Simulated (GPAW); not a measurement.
Ag: equation of state with PBEsol

The system is Ag.

```xyz
1
Lattice="-1.6557 1.6557 1.6557 1.6557 -1.6557 1.6557 1.6557 1.6557 -1.6557" Properties=species:S:1:pos:R:3 pbc="T T T"
Ag    0.0000    0.0000    0.0000
```

This isn't the form of Ag at room conditions, which is fcc.

```json
{
  "Program": "GPAW 26.7.0",
  "Task": "equation of state",
  "Functional": "PBEsol",
  "Potentials or basis": "PAW data sets generated in the run's folder for this functional",
  "Cutoff": "600 eV",
  "Basis": "pw",
  "k mesh": "11 × 11 × 11",
  "Occupations": "fermi-dirac, width 0.05 eV",
  "Spin": "no spin polarisation",
  "Maxiter": "150",
  "Eos scales": "[0.94, 0.96, 0.98, 1.0, 1.02, 1.04, 1.06]"
}
```

```yaml
Equilibrium_volume: "16.79 Å³/atom (rough: see the caveat)"
Bulk_modulus: 116 GPa (rough)
```

Energy against volume, from the lowest point:
```
volume (Å³/atom)  energy (meV/atom)
          17.065               0.00
          17.428               6.44
          17.791              17.55
          18.154              32.24
          18.517              50.23
          18.880              71.06
          19.243              94.32
```

Wall time 73 s on 1 thread of Arm Neoverse V2 (shared host), peak memory 0.2 GiB.

Caveat: the minimum lies outside the volumes run.
